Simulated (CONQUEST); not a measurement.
# MoS2 under changes of volume

One of the cells (50.735 Å³/atom); the others are scaled copies at fixed shape and fractional positions:

```
CELL_PARAMETERS angstrom
3.18413 0.00000 0.00000
0.00000 5.51507 0.00000
0.00000 0.00000 17.33460
ATOMIC_POSITIONS crystal
Mo 0.00000 0.00000 0.00000
Mo 0.50000 0.50000 0.00000
S 0.00000 0.66667 0.08949
S 0.50000 0.16667 0.08949
S 0.00000 0.66667 0.91051
S 0.50000 0.16667 0.91051
```

| Item | Value |
| --- | --- |
| Program | CONQUEST 1.3 |
| Functional | PBEsol |
| Potentials or basis | PseudoDojo NC PBEsol, DZP, grid of 32 × 60 × 180 points |
| k mesh | 8 × 5 × 2 |
| Occupations | fermi-dirac, width 0.05 eV |
| Spin | no spin polarisation |

```tsv
volume (Å³/atom)	energy over the lowest point (meV/atom)	gap on the mesh (eV)	largest force (eV/Å)
47.690	30.80	1.77	1.441
48.705	12.02	1.72	1.010
49.720	2.11	1.66	0.599
50.735	0.00	1.61	0.225
51.749	4.72	1.56	0.109
52.764	15.81	1.52	0.426
53.779	?	?	?
```

Task: What does the run at 53.779 Å³/atom give?

Result: Energy over the lowest point 32.61 meV/atom; gap on the mesh 1.47 eV; largest force 0.722 eV/Å.

Worked out: A Birch-Murnaghan fit of order 3 (a polynomial in V^(-2/3)) to the other rows has its minimum at 50.52 Å³/atom with B0 = V·E''(V) = 56 GPa and B' = 4.8 at fixed shape and positions, which overstates the stiffness. It gives 32.34 meV/atom at 53.779 Å³/atom, against the run's 32.61. A straight line through the other rows of the gap, of slope -2.52 eV per unit of ln V, extrapolates to 1.47 eV, against the run's 1.47.

Energies are extrapolated to zero smearing.

Caveats: the basis of atomic orbitals isn't converged, which shifts pressures, moduli and gaps.

A mesh can miss the band edges. Spin-orbit coupling on Mo is left out.
